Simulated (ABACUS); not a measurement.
# SiNi3 under changes of volume

One of the cells (11.109 Å³/atom); the others are scaled copies at fixed shape and fractional positions:

```xyz
4
Lattice="3.5420 0.0000 0.0000 0.0000 3.5420 0.0000 0.0000 0.0000 3.5420" Properties=species:S:1:pos:R:3 pbc="T T T"
Ni    1.7710    1.7710    0.0000
Ni    1.7710    0.0000    1.7710
Ni    0.0000    1.7710    1.7710
Si    0.0000    0.0000    0.0000
```

* Program: ABACUS 3.10.1
* Functional: PBE
* Potentials or basis: PseudoDojo NC SR 0.4.1 PBE standard
* Cutoff: 1333 eV
* Density cutoff: 5333 eV
* Basis: plane waves
* k mesh: 8 × 8 × 8
* Occupations: fermi-dirac, width 0.05 eV
* Spin: collinear spin, ferromagnetic start
* Starting moments: [1.0, 1.0, 1.0, 0.0] μB

| volume (Å³/atom) | energy over the lowest point (meV/atom) | pressure (GPa) |
| --- | --- | --- |
| 10.443 | 6.94 | 7.4 |
| 10.665 | 0.23 | 2.4 |
| 10.887 | 0.00 | -2.0 |
| 11.109 | 5.52 | -5.9 |
| 11.331 | 16.15 | -9.4 |
| 11.554 | 31.30 | -12.4 |
| 11.776 | ? | ? |

**Question.** What does the run at 11.776 Å³/atom give?

**Answer.** Energy over the lowest point 50.47 meV/atom; pressure -15.2 GPa.

Worked out: A Birch-Murnaghan fit of order 3 (a polynomial in V^(-2/3)) to the other rows has its minimum at 10.78 Å³/atom with B0 = V·E''(V) = 213 GPa and B' = 5.0. It gives 50.37 meV/atom at 11.776 Å³/atom, against the run's 50.47, and -dE/dV = -15.1 GPa, against -15.2.

Energies are extrapolated to zero smearing.
